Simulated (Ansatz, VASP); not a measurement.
# Two plane-wave programs on C

File INCAR:

```
  PREC = Accurate
  ENCUT = 600
  EDIFF = 1E-7
  ISMEAR = -1
  SIGMA = 0.05
  LREAL = False
  LASPH = True
  NELM = 80
  ALGO = Normal
  ISIF = 3
  LWAVE = False
  LCHARG = False
  GGA = PS
  IBRION = 2
  NSW = 60
  EDIFFG = -0.02
```

File KPOINTS:

```
regular mesh
0
Gamma
  13 13 13
```

POSCAR

```
C
1.0
    0.0000000000      1.7833700000      1.7833700000
    1.7833700000      0.0000000000      1.7833700000
    1.7833700000      1.7833700000      0.0000000000
C
2
Direct
    0.7500000000      0.7500000000      0.7500000000
    0.5000000000      0.5000000000      0.5000000000
```

The input input.yaml:

```yaml
crystal:
  lattice:
    - [0.0, 1.78337, 1.78337]
    - [1.78337, 0.0, 1.78337]
    - [1.78337, 1.78337, 0.0]
  atoms:
    - { symbol: C, position: [0.75, 0.75, 0.75] }
    - { symbol: C, position: [0.5, 0.5, 0.5] }
hamiltonian:
  xc: pbesol
  pseudopotentials: { kind: paw }
kpoints:
  mp_grid: { grid: [13, 13, 13] }
scf:
  occupations: { method: fermi_dirac, width: 0.05 }
output:
  forces: true
  stress: true
relax:
  f_tol: 0.01
  max_steps: 40
  cell: { stress_tol: 0.05 }
```

This isn't the form of C at room conditions, which is graphite.

Alike in both runs: task relaxation of cell and atoms; functional PBEsol; k mesh 13 × 13 × 13; occupations fermi-dirac, width 0.05 eV; no spin polarisation.

|  | VASP | Ansatz |
| --- | --- | --- |
| version | VASP 6.6.1 | Ansatz 0.2.0 |
| potentials or method | VASP PAW PBE potentials, release 64 (C) | Ansatz PAW |
| plane-wave cutoff (eV) | 600 | 420 |
| valence electrons in the cell | 8 | 8 |

Ansatz gave:

```
relaxed volume (Å³/atom)                                     : 5.61
relaxed cell length with the largest relative difference (Å) : 2.513
```

**Question.** Estimate VASP's values.

**Answer.** Relaxed volume (Å³/atom): 5.62; relaxed cell length with the largest relative difference (Å): 2.514.

Caveats: the PAW data sets were made with another functional, which shifts forces and pressure a little (VASP); the plane-wave basis is chosen anew once the cell has moved, so the energies of steps on either side of that aren't comparable (Ansatz); the pressure holds a Pulay correction of +1.0 GPa for the finite cutoff (Ansatz); the PAW data sets come from PBE, with cores solved anew for the run's functional, which leaves a small shift of forces and pressure (Ansatz). A k mesh can miss the band edges.
